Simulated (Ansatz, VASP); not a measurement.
# One calculation of AlN, two programs

```
Al N
1.0
    -0.04045    2.00205    2.00205
     1.98183   -0.02022    1.98183
     2.02227    2.02227   -0.06067
Al N
1 1
Direct
  0.50000 0.50000 0.50000
  0.00000 0.00000 0.00000
```

Change from the starting cell: engineering shear strain xz -0.0400, engineering shear strain yz -0.0200.

Alike in both runs: task single point; functional PBEsol; k mesh 10 × 10 × 10; occupations gaussian, width 0.05 eV; no spin polarisation.

|  | VASP | Ansatz |
| --- | --- | --- |
| version | VASP 6.6.1 | Ansatz 0.2.0 |
| potentials or method | VASP PAW PBE potentials, release 64 (Al, N) | scalar-relativistic, plane waves, PAW |
| plane-wave cutoff (eV) | 520 | 520 |
| valence electrons in the cell | 8 | 8 |

```tsv
	VASP	Ansatz	Ansatz less VASP
gap on the k mesh at the Fermi level (eV)	3.81	3.81	+0.001
least direct gap on the mesh (eV)	5.27	5.25	-0.019
pressure (GPa)	0.3	0.3	-0.04
largest component of the traceless stress (GPa)	12.50	12.49	-0.010
```

Ansatz warned: «pseudo_functional_mismatch».

Caveats: the PAW data sets were made with another functional, which shifts forces and pressure a little (VASP). A k mesh can miss the band edges.
